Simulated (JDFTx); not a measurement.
Runs of JDFTx 1.7.0 (patched build) on WS2 (Tungstenite). The structure is hexagonal, space group P6_3/mmc (No. 194). Conventional cell: a = 3.180 Å, b = 3.180 Å, c = 12.500 Å, α = 90.00°, β = 90.00°, γ = 120.00°. Around W (site symmetry -6m2) lie 6 S at 2.41 Å. Around S (site symmetry 3m) lie 3 W at 2.41 Å. 

```csv
task,level,potentials or basis,cell,k mesh,cutoff (eV),local potential set to -Z/r beyond,max SCF steps,SCF threshold on the energy,solver of the electrons,further solve for the empty bands,mesh quality,gap on the mesh (eV),pressure (GPa),largest force (eV/Å)
single point,PBEsol,PseudoDojo-SR-PBEsol-0.4.1-standard with smoothed tails,as given,10 × 10 × 3,1007,6 bohr,100,1e-09 Ha,scf,yes,not flagged,(b),-2.7,0.15
relaxation of cell and atoms,LDA,PseudoDojo-SR-LDA-0.4.1-standard with smoothed tails,relaxed,5 × 5 × 2,952,6 bohr,100,1e-09 Ha,scf,no,coarse,0.91,-0.1,-
single point,PBE,PseudoDojo-SR-PBE-0.5-standard,as given,10 × 10 × 3,1007,-,100,1e-09 Ha,scf,yes,not flagged,1.12,2.3,(a)
single point,PBEsol,PseudoDojo-SR-PBEsol-0.4.1-standard with smoothed tails,as given,4 × 4 × 1,1007,6 bohr,100,1e-09 Ha,scf,yes,coarse,1.35,-3.0,0.23
```

Alike in all rows: no spin polarisation; smearing fermi-dirac 0.05 eV.

Estimate the missing entries.

(a) 0.14; (b) 1.08.

Caveats: some runs use coarse meshes; spin-orbit coupling is left out, which moves the levels of the heavy elements; an odd mesh through Γ misses points on the zone boundary, where band edges often lie; this functional lacks dispersion, which binds the layers, so the pressure and a relaxed spacing across them are unreliable (some runs); the empty levels aren't tightly converged (some runs).

A k mesh can miss the band edges, and the runs leave out spin-orbit coupling on W.

Not every run made on this cell is shown here.
